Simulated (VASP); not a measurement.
# Ga2O3 (C2/m) in VASP: relaxation of cell and atoms with LDA

Aim: the relaxation of cell and atoms of Ga2O3 with LDA.

All numbers are computed with VASP 6.6.1; they aren't measurements. Logs are shortened: lines on timing, memory, paths and dates and some standing lists are left out, and cuts for length are marked.

## Step 1: The structure

Symmetry: C2/m, No. 12, monoclinic system. Conventional cell: a = 12.214 Å, b = 3.037 Å, c = 5.798 Å, α = 90.00°, β = 103.83°, γ = 90.00°. Around Ga (site symmetry m) lie 4 O at 1.83 to 1.86 Å. Around Ga (site symmetry m) lie 6 O at 1.94 to 2.07 Å. O (site symmetry m) is surrounded by 3 Ga at 1.83 to 1.94 Å. Around O (site symmetry m) lie 4 Ga at 1.86 to 2.07 Å. O (site symmetry m) is surrounded by 3 Ga at 1.83 to 1.94 Å.

## Step 2: Relaxation of cell and atoms, LDA

File INCAR:

```
SYSTEM = Ga2O3
  PREC = Accurate
  ENCUT = 600
  EDIFF = 1E-6
  ISMEAR = -1
  SIGMA = 0.05
  LREAL = .FALSE.
  LASPH = .TRUE.
  NELM = 60
  ALGO = Fast
  ISIF = 3
  LWAVE = .FALSE.
  LCHARG = .FALSE.
  IBRION = 2
  NSW = 60
  EDIFFG = -0.01
  KPAR = 8
```

File KPOINTS:

```
Automatic mesh
0
G
  6 6 6
  0 0 0
```

File POSCAR:

```
Ga2O3
1.0
    6.1070000000     -1.5185500000      0.0000000000
    6.1070000000      1.5185500000      0.0000000000
   -1.3859888959      0.0000000000      5.6300087380
Ga O
4 6
Direct
    0.0905000000      0.0905000000      0.7946000000
    0.9095000000      0.9095000000      0.2054000000
    0.6586600000      0.6586600000      0.3140200000
    0.3413400000      0.3413400000      0.6859800000
    0.1645000000      0.1645000000      0.1098000000
    0.8355000000      0.8355000000      0.8902000000
    0.1733000000      0.1733000000      0.5632000000
    0.8267000000      0.8267000000      0.4368000000
    0.4959000000      0.4959000000      0.2566000000
    0.5041000000      0.5041000000      0.7434000000
```

Potentials or basis: VASP PAW LDA potentials, release 64 (Ga_d, O).

Run with:

```bash
cat potpaw_LDA.64/Ga_d/POTCAR potpaw_LDA.64/O/POTCAR > POTCAR
mpirun -np 8 vasp_std > vasp.out
```

OUTCAR:

```text
SYSTEM = Ga2O3
   PREC = Accurate
   ENCUT = 600
   EDIFF = 1E-6
   ISMEAR = -1
   LREAL = .FALSE.
   LASPH = .TRUE.
   NELM = 60
   ISIF = 3
   IBRION = 2
   NSW = 60
   EDIFFG = -0.01

 ion  position               nearest neighbor table
   1  0.090  0.090  0.795-  10 1.83  10 1.83   5 1.83   7 1.86
   2  0.910  0.910  0.205-   9 1.83   9 1.83   6 1.83   8 1.86
   3  0.659  0.659  0.314-   9 1.94   5 1.94   5 1.94   8 2.01   7 2.07   7 2.07
   4  0.341  0.341  0.686-  10 1.94   6 1.94   6 1.94   7 2.01   8 2.07   8 2.07
   5  0.164  0.164  0.110-   1 1.83   3 1.94   3 1.94
   6  0.836  0.836  0.890-   2 1.83   4 1.94   4 1.94
   7  0.173  0.173  0.563-   1 1.86   4 2.01   3 2.07   3 2.07
   8  0.827  0.827  0.437-   2 1.86   3 2.01   4 2.07   4 2.07
   9  0.496  0.496  0.257-   2 1.83   2 1.83   3 1.94
  10  0.504  0.504  0.743-   1 1.83   1 1.83   4 1.94

  LATTYP: Found a base centered monoclinic cell.
 ALAT       =    12.2140000000
 B/A-ratio  =     0.2486572785
 C/A-ratio  =     0.4747093499
 COS(beta)  =    -0.2390419096

  Lattice vectors:

 A1 = (   6.1070000000,  -1.5185500000,   0.0000000000)
 A2 = (   6.1070000000,   1.5185500000,   0.0000000000)
 A3 = (  -1.3859888959,   0.0000000000,   5.6300087380)

Analysis of symmetry for initial positions (statically):
=====================================================================
 Subroutine PRICEL returns:
 Original cell was already a primitive cell.

 Routine SETGRP: Setting up the symmetry group for a
 base centered monoclinic supercell.

 Subroutine GETGRP returns: Found  4 space group operations
 (whereof  4 operations were pure point group operations)
 out of a pool of  4 trial point group operations.

The static configuration has the point symmetry C_2h.

Analysis of symmetry for dynamics (positions and initial velocities):
=====================================================================
 Subroutine PRICEL returns:
 Original cell was already a primitive cell.

 Routine SETGRP: Setting up the symmetry group for a
 base centered monoclinic supercell.

 Subroutine GETGRP returns: Found  4 space group operations
 (whereof  4 operations were pure point group operations)
 out of a pool of  4 trial point group operations.

The dynamic configuration has the point symmetry C_2h.

 Subroutine INISYM returns: Found  4 space group operations
 (whereof  4 operations are pure point group operations),
 and found     1 'primitive' translations

----------------------------------------------------------------------------------------
[... 134 lines left out ...]
   GGA     = CA    functional components
   LHFCALC =     F    Hartree Fock is set to
   AEXX    =    0.0000 exact exchange contribution
   IVDW    =     0    specifies the selected vdW correction
   LEPSILON=     F    determine dielectric tensor
   LRPA    =     F    only Hartree local field effects (RPA)
 conjugate gradient relaxation of ions
 non-spin polarized calculation
 RMM-DIIS sequential band-by-band and
  energy-cutoff  :      600.00
  volume of cell :      104.42
 maximum number of plane-waves:      3514
   NGX = 25   NGY = 25   NGZ = 23

--------------------------------------- Ionic step        1  -------------------------------------------

 number of electron      88.0000002 magnetization

 Free energy of the ion-electron system (eV)
  ---------------------------------------------------
  ext. energy  EPLUGINS =         0.00000000
  ---------------------------------------------------
  free energy    TOTEN  =       -68.24006558 eV

  energy without entropy =      -68.24006558  energy(sigma->0) =      -68.24006558

------------------------ aborting loop because EDIFF is reached ----------------------------------------

  FORCE on cell =-STRESS in cart. coord.  units (eV):
  Direction    XX          YY          ZZ          XY          YZ          ZX
  --------------------------------------------------------------------------------------
  -------------------------------------------------------------------------------------
  Total       -1.6116500     -1.5339102     -1.9781963      0.0000000      0.0000000      0.0105706
  in kB      -24.7277866    -23.5350134    -30.3517599      0.0000000      0.0000000      0.1621859
  external PRESSURE =     -26.2048533 kB  Pullay stress =       0.0000000 kB
[... 113 lines left out ...]
  FREE ENERGIE OF THE ION-ELECTRON SYSTEM (eV)
  ---------------------------------------------------
  free  energy   TOTEN  =       -68.2520405312 eV

  energy  without entropy=      -68.2520405312  energy(sigma->0) =      -68.25204053

[... ionic steps 4 to 13 ...]

--------------------------------------- Ionic step       14  -------------------------------------------

 number of electron      88.0000000 magnetization

------------------------ aborting loop because EDIFF is reached ----------------------------------------
[... 83 lines left out ...]
--------------------------------------- Ionic step       16  -------------------------------------------

 number of electron      87.9999999 magnetization

 Free energy of the ion-electron system (eV)
  ---------------------------------------------------
  ext. energy  EPLUGINS =         0.00000000
  ---------------------------------------------------
  free energy    TOTEN  =       -68.25414360 eV

  energy without entropy =      -68.25414360  energy(sigma->0) =      -68.25414360

 E-fermi :   4.9064     XC(G=0): -12.3038

 val. band max:        3.7698281078   @ k =   0.5000   0.5000   0.5000
 cond. band min:       6.2279689448   @ k =   0.0000   0.0000   0.0000
 fundamental gap:      2.4581408370
 Fermi energy:         4.9063654638

 k-point     1 :       0.0000    0.0000    0.0000
  band No.  band energies     occupation
      1     -15.0884      2.00000
      2     -13.8042      2.00000
      3     -13.7931      2.00000
      4     -13.6890      2.00000
      5     -13.1649      2.00000
      6     -13.1611      2.00000
[... 1309 lines left out ...]
     51      13.2160      0.00000
     52      13.5708      0.00000

 [... further k-points ...]

------------------------ aborting loop because EDIFF is reached ----------------------------------------

  FORCE on cell =-STRESS in cart. coord.  units (eV):
  Direction    XX          YY          ZZ          XY          YZ          ZX
  --------------------------------------------------------------------------------------
  -------------------------------------------------------------------------------------
  Total       -0.0098635      0.0372886      0.0003386      0.0000000      0.0000000     -0.0238591
  in kB       -0.1536328      0.5808058      0.0052743      0.0000000      0.0000000     -0.3716291
  external PRESSURE =       0.1441491 kB  Pullay stress =       0.0000000 kB
[... 25 lines left out ...]
  FREE ENERGIE OF THE ION-ELECTRON SYSTEM (eV)
  ---------------------------------------------------
  free  energy   TOTEN  =       -68.2541435955 eV

  energy  without entropy=      -68.2541435955  energy(sigma->0) =      -68.25414360

 reached required accuracy - stopping structural energy minimisation
```

Wall time 16 min (8 MPI ranks of AMD EPYC 9R45 (Zen 5), shared host); peak memory 0.5 GiB.

What came out:

```yaml
Free_energy: -68.2541 eV
Relaxed_volume: 10.29 Å³/atom
Relaxed_cell: a = 6.263 Å, b = 6.263 Å, c = 5.763 Å, α = 103.30°, β = 103.30°, γ = 27.93°
Space_group_after_relaxing_to_0.05_Å: C2/m (No. 12)
Energy_gained_by_relaxing: 1.4 meV/atom
Ionic_steps: 16
Pressure_after_relaxing: 0.0 GPa
Largest_force_after_relaxing: 0.009 eV/Å
Band_gap_on_the_k_mesh: 2.46 eV, indirect (least direct gap 2.47 eV)
```

Forces in eV/Å, atoms in the order of the input:
```
Ga   0.001  0.000  0.000
Ga  -0.001  0.000  0.000
Ga   0.003  0.000  0.001
Ga  -0.003  0.000 -0.001
O   -0.006  0.000  0.001
O    0.006  0.000 -0.001
O   -0.003  0.000 -0.005
O    0.003  0.000  0.005
O   -0.004  0.000 -0.008
O    0.004  0.000  0.008
```

The path:
| step | energy change (eV) | largest force (eV/Å) | pressure (GPa) | volume (Å³) |
| --- | --- | --- | --- | --- |
| 1 | 0.0000 | 0.0950 | -2.62 | 104.42 |
| 2 | -0.0021 | 0.1711 | 2.63 | 101.86 |
| 3 | -0.0120 | 0.0837 | 0.07 | 103.07 |
| 4 | -0.0129 | 0.0578 | -0.04 | 103.04 |
| 5 | -0.0129 | 0.0594 | -0.03 | 103.04 |
| 6 | -0.0133 | 0.0387 | -0.03 | 103.00 |
| 7 | -0.0134 | 0.0525 | -0.01 | 102.98 |
| 8 | -0.0137 | 0.0204 | -0.01 | 102.95 |
| 9 | -0.0138 | 0.0228 | -0.01 | 102.94 |
| 10 | -0.0138 | 0.0248 | -0.01 | 102.93 |
| 11 | -0.0139 | 0.0234 | 0.01 | 102.92 |
| 12 | -0.0139 | 0.0233 | 0.01 | 102.91 |
| 13 | -0.0139 | 0.0285 | 0.03 | 102.89 |
| 14 | -0.0140 | 0.0235 | 0.01 | 102.88 |
| 15 | -0.0141 | 0.0165 | -0.02 | 102.87 |
| 16 | -0.0141 | 0.0088 | 0.01 | 102.86 |

Final structure:
```
Ga O
1.0
     6.07784   -1.51136    0.00717
     6.07784    1.51136    0.00717
    -1.37278    0.00000    5.59735
Ga O
4 6
Direct
  0.09083 0.09083 0.79528
  0.90917 0.90917 0.20472
  0.65892 0.65892 0.31441
  0.34108 0.34108 0.68559
  0.16617 0.16617 0.10947
  0.83383 0.83383 0.89053
  0.17304 0.17304 0.56180
  0.82696 0.82696 0.43820
  0.49651 0.49651 0.25578
  0.50349 0.50349 0.74422
```

Levels at points of the mesh, in eV from the valence-band top:
```csv
k point,band 40,band 41,band 42,band 43,band 44,band 45,band 46,band 47,band 48,band 49
"(0.00, 0.00, 0.00)",-0.69,-0.69,-0.50,-0.29,-0.01,2.46,5.63,6.61,6.76,7.68
"(0.50, 0.00, 0.00)",-1.33,-0.77,-0.74,-0.47,-0.11,5.55,6.49,7.22,7.45,7.95
"(0.50, 0.50, 0.00)",-1.14,-0.69,-0.67,-0.41,-0.15,4.59,4.86,5.66,6.56,7.90
"(0.00, 0.00, 0.50)",-1.44,-0.71,-0.66,-0.49,-0.29,4.82,4.90,6.75,7.16,7.67
"(0.50, 0.00, 0.50)",-1.27,-1.13,-1.10,-0.76,-0.67,6.88,6.91,7.77,7.95,8.38
"(0.50, 0.50, 0.50)",-0.73,-0.67,-0.60,-0.60,0.00,5.22,5.30,6.28,6.56,6.87
```
